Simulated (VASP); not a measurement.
**BiTe: equation of state with PBE**

Crystal: BiTe.

```xyz
2
Lattice="0.0000 3.2350 3.2350 3.2350 0.0000 3.2350 3.2350 3.2350 0.0000" Properties=species:S:1:pos:R:3 pbc="T T T"
Bi    0.0000    0.0000    0.0000
Te    3.2350    3.2350    3.2350
```

```
Program             : VASP 6.6.1
Task                : equation of state
Functional          : PBE
Potentials or basis : VASP PAW PBE potentials, release 64 (Bi_d, Te)
Cutoff              : 520 eV
k mesh              : 7 × 7 × 7
Occupations         : fermi-dirac, width 0.05 eV
Spin                : no spin polarisation
```

```yaml
Equilibrium_volume: 34.49 Å³/atom
Bulk_modulus: 46 GPa
Pressure_derivative_of_the_bulk_modulus: 4.5
```

Energy against volume, from the lowest point:
| volume (Å³/atom) | energy (meV/atom) |
| --- | --- |
| 31.824 | 34.75 |
| 32.501 | 18.63 |
| 33.178 | 7.81 |
| 33.855 | 1.76 |
| 34.532 | 0.00 |
| 35.209 | 2.06 |
| 35.886 | 7.56 |

All runs of the series together: 3 min on 1 thread of Intel(R) Xeon(R) Platinum 8559C (Emerald Rapids) (shared host).

 PBE usually gives volumes a little too large and moduli too small.
